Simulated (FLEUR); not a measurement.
# 2 ML Co on Pd(111), fcc site, 3 substrate layers: which magnetic order is lowest

Aim: find out whether 2 ML Co on Pd(111), fcc site, 3 substrate layers carries moments, and which collinear order costs least.

Calculated with FLEUR MaX-R8.1; LDA (VWN); all-electron FLAPW film, Dirac cores, scalar-relativistic bands.

## Step 1: Starting point

The cell holds 5 atoms: 3 Pd and 2 Co. Cell: a = 2.753 Å, b = 2.753 Å, c = 22.516 Å, α = 90.0°, β = 90.0°, γ = 120.0°. Pseudomorphic film on a typed substrate lattice, hard-sphere layer spacings, unrelaxed. Vacuum lies along c.

Structure file:

```xyz
5
Lattice="2.7528 0.0000 0.0000 -1.3764 2.3840 0.0000 0.0000 0.0000 22.5160" Properties=species:S:1:pos:R:3
Pd    0.0000    0.0000    7.0000
Pd    1.3764    0.7947    9.2476
Pd    0.0000    1.5893   11.4953
Co    0.0000    0.0000   13.5862
Co    1.3764    0.7947   15.5160
```

The settings of this session are cheaper than careful work needs (see the inputs), so it shows what such settings give, not the properties of the crystal.

## Step 2: Order 1, typed as ferro ++

The parallel start comes first: it shows whether parallel moments hold.

inpgen writes inp.xml from crystal.txt; cutoffs, mixing, functional, smearing and local orbitals are then set in the file. The k list default-1 (kpts.xml, not shown) is a Γ-centred 8×8×1 mesh; where the ranks do not divide the number of points, some are split in two of half the weight.

inp.xml reads:

```
<?xml version="1.0" encoding="UTF-8" standalone="no"?>
<fleurInput fleurInputVersion="0.39">
   <comment>
      Co2Pd3
   </comment>
   <calculationSetup>
      <cutoffs Kmax="3.66" Gmax="14.6" GmaxXC="14.6" numbands="0"/>
      <scfLoop itmax="120" minDistance="0.00002" maxIterBroyd="15" imix="Anderson" alpha="0.03" precondParam="0.0" spinf="2.0" sdNocoIR="T"/>
      <coreElectrons ctail="T" frcor="F" kcrel="0" coretail_lmax="0"/>
      <xcFunctional name="vwn" relativisticCorrections="F"/>
      <magnetism jspins="2"/>
      <soc l_soc="F" theta="0.0" phi="0.0" spav="F"/>
      <expertModes spex="0" secvar="F"/>
      <geometryOptimization l_f="F" forcealpha="1.0" forcemix="BFGS" epsdisp="0.00001" epsforce="0.00001"/>
      <ldaU l_linMix="F" mixParam="0.05" spinf="1.0"/>
   </calculationSetup>
   <cell>
      <bzIntegration valenceElectrons="82.0" mode="hist" fermiSmearingEnergy="0.00183747">
         <kPointListSelection listName="default-1"/>
         <xi:include xmlns:xi="http://www.w3.org/2001/XInclude" href="kpts.xml"> </xi:include>
      </bzIntegration>
      <xi:include xmlns:xi="http://www.w3.org/2001/XInclude" href="sym.xml"> </xi:include>
      <filmLattice scale="1.0" dVac="21.83" dTilda="24.33">
         <bravaisMatrixFilm>
            <row-1>    5.2019755482385133    -0.0000004337677346</row-1>
            <row-2>   -2.6009873984606005     4.5050431915226197</row-2>
         </bravaisMatrixFilm>
         <vacuumEnergyParameters vacuum="1" spinUp="-.25" spinDown="-.25"/>
         <vacuumEnergyParameters vacuum="2" spinUp="-.25" spinDown="-.25"/>
      </filmLattice>
   </cell>
   <atomSpecies>
      <species name="Palladium (Pd)" element="Pd" atomicNumber="46">
         <mtSphere radius="2.47" gridPoints="817" logIncrement="0.016"/>
         <atomicCutoffs lmax="10" lnonsphr="8"/>
         <electronConfig flipSpins="F">
            <coreConfig>(1s1/2) (2s1/2) (2p1/2) (2p3/2) (3s1/2) (3p1/2) (3p3/2) (4s1/2) (3d3/2) (3d5/2)</coreConfig>
            <valenceConfig>(4p1/2) (4p3/2) (5s1/2) (4d3/2) (4d5/2)</valenceConfig>
            <stateOccupation state="(5s1/2)" spinUp="0.500000" spinDown="0.500000"/>
            <stateOccupation state="(4d3/2)" spinUp="1.800000" spinDown="1.800000"/>
            <stateOccupation state="(4d5/2)" spinUp="2.700000" spinDown="2.700000"/>
         </electronConfig>
         <energyParameters s="5" p="5" d="4" f="4"/>
         <lo type="SCLO" l="1" n="4" eDeriv="0"/>
      </species>
      <species name="Cobalt (Co2.000" element="Co" atomicNumber="27">
         <mtSphere radius="2.24" gridPoints="741" logIncrement="0.016"/>
         <atomicCutoffs lmax="8" lnonsphr="6"/>
         <electronConfig flipSpins="F">
            <coreConfig>(1s1/2) (2s1/2) (2p1/2) (2p3/2)</coreConfig>
            <valenceConfig>(3s1/2) (3p1/2) (3p3/2) (4s1/2) (3d3/2) (3d5/2)</valenceConfig>
            <stateOccupation state="(3d3/2)" spinUp="1.5" spinDown="1.3"/>
            <stateOccupation state="(3d5/2)" spinUp="3.0" spinDown="1.2"/>
         </electronConfig>
         <energyParameters s="4" p="4" d="3" f="4"/>
         <lo type="SCLO" l="0" n="3" eDeriv="0"/>
         <lo type="SCLO" l="1" n="3" eDeriv="0"/>
      </species>
   </atomSpecies>
   <atomGroups>
      <atomGroup species="Palladium (Pd)">
         <filmPos label="                   1">.0000000000 .0000000000 -8.0464438391</filmPos>
         <force calculate="T" relaxXYZ="TTT"/>
      </atomGroup>
      <atomGroup species="Palladium (Pd)">
         <filmPos label="                   2">-1.000/3.000 1.000/3.000 -3.7990311703</filmPos>
         <force calculate="T" relaxXYZ="TTT"/>
      </atomGroup>
      <atomGroup species="Palladium (Pd)">
         <filmPos label="                   3">1.000/3.000 -1.000/3.000 .4483814985</filmPos>
         <force calculate="T" relaxXYZ="TTT"/>
      </atomGroup>
      <atomGroup species="Cobalt (Co2.000">
         <filmPos label="                   4">.0000000000 .0000000000 4.3996530371</filmPos>
         <force calculate="T" relaxXYZ="TTT"/>
      </atomGroup>
      <atomGroup species="Cobalt (Co2.000">
         <filmPos label="                   5">-1.000/3.000 1.000/3.000 8.0464438391</filmPos>
         <force calculate="T" relaxXYZ="TTT"/>
      </atomGroup>
   </atomGroups>
   <output dos="F" band="F" slice="F">
      <bandDOS minEnergy="-.5*Htr" maxEnergy="0.5*Htr" sigma="0.015" storeEVData="T"/>
      <plotting iplot="0" polar="F">
         <plot TwoD="T" vec1="  1.0  0.0  0.0" vec2="  0.0  1.0  0.0" vec3="  0.0  0.0  1.0" zero="  0.0  0.0 -0.5" file="plot"/>
      </plotting>
      <moessbauerParams electricFieldGradient="F" isomerShift="F" coreHyperfine="F" valenceHyperfine="F"/>
   </output>
</fleurInput>
```

crystal.txt reads:

```
Co2Pd3
&input film=T cartesian=F /
2.75276691184  -0.00000022954  0.00000000000
-1.37638325713  2.38396619112  0.00000000000
0.00000000000  0.00000000000  1.00000000000
1.8897261246
1.0 1.0 1.0

5
46 0.00000000000  0.00000000000  -8.04644383913
46 0.66666666667  0.33333333333  -3.79903117033
46 0.33333333333  0.66666666667  0.44838149848
27 0.00000000000  0.00000000000  4.39965303714 : 2.000
27 0.66666666667  0.33333333333  8.04644383913 : 2.000

&kpt div1=8 div2=8 div3=1 gamma=T /
```

The run is started by

```console
OMP_NUM_THREADS=1 inpgen -f crystal.txt > inpgen.log  # inp.xml is then edited as shown
OMP_NUM_THREADS=1 mpirun -n 2 fleur_MPI > fleur.log
```

The program printed:

```text
Welcome to FLEUR        (www.flapw.de)
      MaX-Release 8.1          (www.max-centre.eu)

 ========== k-point set info ==========
 Selected k-point list: default-1
 k-point list type: mesh
 8 x 8 x 1
 Number of k points: 10

 ------------Calculation Setup---------------------------
 Number of MPI-tasks      :            2
 Number of PE/node        :            2
 Number of OMP-threads    :            1
 k-points in parallel     :            2
 pe's per k-point         :            1
 No of k-point loops      :            5
 Eigenvalue solver        :       lapack
 Number of basis functions:          517
 Approximate size of matrices (H+S) per k-point:         0.008 GB
 --------------------------------------------------------
 Iteration:     1   Distance:      60.67098112 me/bohr^3
 Iteration:     2   Distance:     128.11333633 me/bohr^3
 Iteration:     3   Distance:      45.16718678 me/bohr^3
 Iteration:     4   Distance:      55.15036733 me/bohr^3
 Iteration:     5   Distance:      56.28014939 me/bohr^3
 Iteration:     6   Distance:      66.27484124 me/bohr^3
 Iteration:     7   Distance:      53.97568218 me/bohr^3
 Iteration:     8   Distance:      59.87262275 me/bohr^3
 Iteration:     9   Distance:      45.40080032 me/bohr^3
 Iteration:    10   Distance:      40.80506745 me/bohr^3
[... 75 iterations left out ...]
 Iteration:    86   Distance:       0.00062623 me/bohr^3
 Iteration:    87   Distance:       0.00022097 me/bohr^3
 Iteration:    88   Distance:       0.00010218 me/bohr^3
 Iteration:    89   Distance:       0.00010712 me/bohr^3
 Iteration:    90   Distance:       0.00008612 me/bohr^3
 Iteration:    91   Distance:       0.00007671 me/bohr^3
 Iteration:    92   Distance:       0.00009745 me/bohr^3
 Iteration:    93   Distance:       0.00003984 me/bohr^3
 Iteration:    94   Distance:       0.00002468 me/bohr^3
 Iteration:    95   Distance:       0.00001786 me/bohr^3

 ********************************************************************
 Run finished successfully
 Stop message:
   all done
 ********************************************************************

--- out.xml (last complete iteration) ---
<iteration numberForCurrentRun="   95" overallNumber="   95">
         [... left out ...]
         <bandgap value="0.0090025677" units="eV"/>
         <sumValenceSingleParticleEnergies value="-91.2122583743" units="Htr"/>
         <FermiEnergy value="-0.1812985523" units="Htr"/>
         <valenceDensity>
            <mtCharges spin="1">
               <mtCharge atomType="1" total="7.3973646" s="0.1762620" p="3.1011952" d="4.1000070" f="0.0150183"/>
               <mtCharge atomType="2" total="7.4583280" s="0.1815000" p="3.1411909" d="4.1082739" f="0.0208658"/>
               <mtCharge atomType="3" total="7.5479528" s="0.1896460" p="3.1471543" d="4.1841925" f="0.0204942"/>
               <mtCharge atomType="4" total="8.8021486" s="1.1740303" p="3.1313510" d="4.4856140" f="0.0086259"/>
               <mtCharge atomType="5" total="8.7429604" s="1.1718378" p="3.0895371" d="4.4750740" f="0.0049883"/>
            </mtCharges>
            <mtCharges spin="2">
               <mtCharge atomType="1" total="7.3232525" s="0.1755710" p="3.1018378" d="4.0261313" f="0.0148969"/>
               <mtCharge atomType="2" total="7.3411511" s="0.1815415" p="3.1420829" d="3.9903519" f="0.0208103"/>
               <mtCharge atomType="3" total="7.2840076" s="0.1947418" p="3.1540687" d="3.9088601" f="0.0203232"/>
               <mtCharge atomType="4" total="6.9045027" s="1.1764981" p="3.1480919" d="2.5691420" f="0.0084652"/>
               <mtCharge atomType="5" total="6.8915497" s="1.1763284" p="3.1103505" d="2.5987223" f="0.0048807"/>
            </mtCharges>
            <spinDependentCharge spin="1" total="43.0499214" interstitial="3.0177687" mtSpheres="39.9487544" vacuum1="0.0392021" vacuum2="0.0441962"/>
            <spinDependentCharge spin="2" total="38.9500789" interstitial="3.1245989" mtSpheres="35.7444636" vacuum1="0.0383773" vacuum2="0.0426390"/>
            <totalCharge value="82.0000002458"/>
         </valenceDensity>
         [... left out ...]
         <allElectronCharges>
            <spinDependentCharge spin="1" total="98.0499214" interstitial="3.0196914" mtSpheres="94.9468288" vacuum1="0.0392021" vacuum2="0.0441991"/>
            <spinDependentCharge spin="2" total="93.9500788" interstitial="3.1265282" mtSpheres="90.7425312" vacuum1="0.0383773" vacuum2="0.0426420"/>
            <totalCharge value="192.0000002038"/>
         </allElectronCharges>
         <magneticMomentsInMTSpheres units="muBohr">
            <globalMagMoment atomType="1" vec="0.00000   0.00000   0.07411"/>
            <localMagMoment atomType="1" vec="0.00000   0.00000   0.07411"/>
            <globalMagMoment atomType="2" vec="0.00000   0.00000   0.11718"/>
            <localMagMoment atomType="2" vec="0.00000   0.00000   0.11718"/>
            <globalMagMoment atomType="3" vec="0.00000   0.00000   0.26395"/>
            <localMagMoment atomType="3" vec="0.00000   0.00000   0.26395"/>
            <globalMagMoment atomType="4" vec="0.00000   0.00000   1.89765"/>
            <localMagMoment atomType="4" vec="0.00000   0.00000   1.89765"/>
            <globalMagMoment atomType="5" vec="0.00000   0.00000   1.85141"/>
            <localMagMoment atomType="5" vec="0.00000   0.00000   1.85141"/>
         </magneticMomentsInMTSpheres>
         <moessbauerParams unitsHFF="kG" unitsIS="e/bohr^3" unitsEFG="Htr/bohr^2">
         </moessbauerParams>
         <totalEnergy value="   -17909.2863262798" units="Htr">
            <sumOfEigenvalues value="   -10733.0933905360">
               <coreElectrons value="-10641.8811321618"/>
               <valenceElectrons value="-91.2122583743"/>
            </sumOfEigenvalues>
            <densityCoulombPotentialIntegral value="-28642.2733701957"/>
            <densityEffectivePotentialIntegral value="-29348.4066630107"/>
            <chargeDenXCDenIntegral value="-532.7827862148"/>
            <FockExchangeEnergyValence value="0.0000000000"/>
            <FockExchangeEnergyCore value="0.0000000000"/>
            <atomTypeDependentContributions atomType="1">
               <electronNucleiInteractionDifferentMTs value="6101.7591742354"/>
               <MadelungTerm value="-8.8364949787"/>
            </atomTypeDependentContributions>
            <atomTypeDependentContributions atomType="2">
               <electronNucleiInteractionDifferentMTs value="6102.4831445748"/>
               <MadelungTerm value="-7.8427876305"/>
            </atomTypeDependentContributions>
            <atomTypeDependentContributions atomType="3">
               <electronNucleiInteractionDifferentMTs value="6102.7813406863"/>
               <MadelungTerm value="-7.3791997429"/>
            </atomTypeDependentContributions>
            <atomTypeDependentContributions atomType="4">
               <electronNucleiInteractionDifferentMTs value="1664.3992126982"/>
               <MadelungTerm value="-5.3469917252"/>
            </atomTypeDependentContributions>
            <atomTypeDependentContributions atomType="5">
               <electronNucleiInteractionDifferentMTs value="1664.0093387584"/>
               <MadelungTerm value="-5.8424424115"/>
            </atomTypeDependentContributions>
            <tkbTimesEntropy value="0.0025607922"/>
            <freeEnergy value="-17909.2888870720"/>
            <extrapolationTo0K value="-17909.2876066759"/>
         </totalEnergy>
         <densityConvergence units="me/bohr^3">
            <chargeDensity spin="1" distance="0.0000116910"/>
            <chargeDensity spin="2" distance="0.0000108532"/>
            <overallChargeDensity distance="0.0000137832"/>
            <spinDensity distance="0.0000178597"/>
         </densityConvergence>
      </iteration>
```

Run time: 6.5 min. Hardware: 2 MPI ranks of Arm Neoverse V1, shared host; peak memory 0.34 GiB.

Spin moment in the muffin-tin sphere by atom:

```tsv
atom	spin moment in the muffin-tin sphere (μB)
Pd1	0.07
Pd2	0.12
Pd3	0.26
Co4	1.90
Co5	1.85
```

Read from the output:

| Item | Value |
| --- | --- |
| free energy | -487336.5773 eV |
| program's band gap on this mesh (in a metal only a level spacing) | 0.009003 eV |
| magnetization | 4.100 μB |
| final state | ferromagnetic |

After 95 cycles the largest moment stands at 1.90 μB.

[end of part 1 of 3]

[Logs and program files are shortened in this print: banners, set-up blocks, solver, clock and traceback lines can be left out without a mark of their own.]

[Logs are printed without paths, hosts, clocks, repeated set-up lines and the standing remarks that a program may print on its own settings, such as how far it seeks lower states.]

[Hosts, paths, dates, database ids (printed as entryN), source tags and the programs' standing remarks are cut or masked in the printed files.]

[Where a cell is said to come from a database of computed structures, the database is the Materials Project.]
